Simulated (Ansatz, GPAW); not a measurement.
InAs: 3 runs at one level of theory

```
In As
1.0
     0.00000    3.01800    3.01800
     3.01800    0.00000    3.01800
     3.01800    3.01800    0.00000
In As
1 1
Cartesian
  0.0000 0.0000 0.0000
  4.5270 4.5270 4.5270
```

Alike in all runs: task density of states; functional RPBE; dispersion D3(BJ); k mesh 8 × 8 × 8; occupations fermi-dirac, width 0.1 eV; no spin polarisation; no spin-orbit coupling. A missing gap at this level doesn't show that the real crystal is a metal. Pressure is positive in compression and, in plane waves, holds the error of the finite cutoff, which Ansatz's Pulay term estimates and takes out.

| program and potentials | plane-wave cutoff (eV) | notes | band gap (eV) | pressure (GPa) |
| --- | --- | --- | --- | --- |
| Ansatz, Ansatz PAW | 420 | potentials made for PBE, which Ansatz adapts in part; 14 valence electrons an atom on average; Pulay term of +0.04 GPa included | no gap | -3.92 |
| Ansatz, all-electron LAPW, scalar-relativistic | - | - | no gap | -3.91 |
| GPAW, the program's PAW data sets (release 1.2.1) made for this functional | 600 | 9 valence electrons an atom on average | no gap | -4.14 |

None finds a gap. The pressure spans -4.14 (GPAW, the program's PAW data sets (release 1.2.1) made for this functional) to -3.91 GPa (Ansatz, all-electron LAPW, scalar-relativistic), with all-electron results at -3.91. Some sets were made for another functional than the one run, which can shift their rows.

Differences between rows come from potentials, basis sets and numerical settings, since the functional is the same but for its coding. Runs on potential files found faulty are left out.
